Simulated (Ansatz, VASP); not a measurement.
## KCl in VASP and in Ansatz

```xyz
2
Lattice="3.6938 0.0000 0.0000 0.0000 3.6938 0.0000 0.0000 0.0000 3.6938" Properties=species:S:1:pos:R:3 pbc="T T T"
K     0.0000    0.0000    0.0000
Cl    1.8469    1.8469    1.8469
```

Alike in both runs: task single point; functional r2SCAN; k mesh 6 × 6 × 6; no spin polarisation.

```csv
,VASP,Ansatz
version,VASP 6.6.1,Ansatz 0.2.0
potentials or method,"VASP PAW PBE potentials, release 64 (K_sv, Cl)","plane waves, PAW"
plane-wave cutoff (eV),520,500
occupations,"gaussian, width 0.01 eV",fixed
valence electrons in the cell,16,16
```

```csv
,VASP,Ansatz,Ansatz less VASP
gap on the k mesh at the Fermi level (eV),6.13,6.12,-0.005
pressure (GPa),1.6,1.6,+0.01
```

Caveats: the PAW data sets were made with another functional, which shifts forces and pressure a little (VASP). r2SCAN opens gaps a little over a GGA but as a rule still falls short of measured ones. A k mesh can miss the band edges.
